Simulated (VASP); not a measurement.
**V: equation of state with PBE**

Crystal: V.

```
V
1.0
     2.60429    0.00000    0.00000
    -1.30215    2.25538    0.00000
     0.00000    0.00000    4.72334
V
2
Direct
  0.33333 0.66667 0.25000
  0.66667 0.33333 0.75000
```

This isn't the form of V at room conditions, which is bcc.

| Property | Result |
| --- | --- |
| Program | VASP 6.6.1 |
| Task | equation of state |
| Functional | PBE |
| Potentials or basis | VASP PAW PBE potentials, release 64 (V_sv) |
| Cutoff | 520 eV |
| k mesh | 12 × 12 × 6 |
| Occupations | fermi-dirac, width 0.05 eV |
| Spin | collinear spin, ferromagnetic start |
| Starting moments | [2.0, 2.0] μB |
| Further INCAR settings | ALGO = Normal; EDIFF = 1e-07; NBANDS = 24 |

The equilibrium volume is 13.85 Å³/atom and the bulk modulus at fixed shape and positions is 173 GPa. The pressure derivative of the bulk modulus is 4.0.

Energy against volume, from the lowest point:
```csv
volume (Å³/atom),energy (meV/atom)
13.039,28.33
13.317,11.85
13.594,2.63
13.872,0.00
14.149,3.33
14.427,12.05
14.704,25.65
```

All runs of the series together: 8 min on 1 thread of Intel(R) Xeon(R) Platinum 8488C (Sapphire Rapids), with other jobs on the host.

Caveat: the cell was scaled at fixed shape and fractional positions, which overstates the stiffness of a crystal with free parameters, most of all of layers and chains.
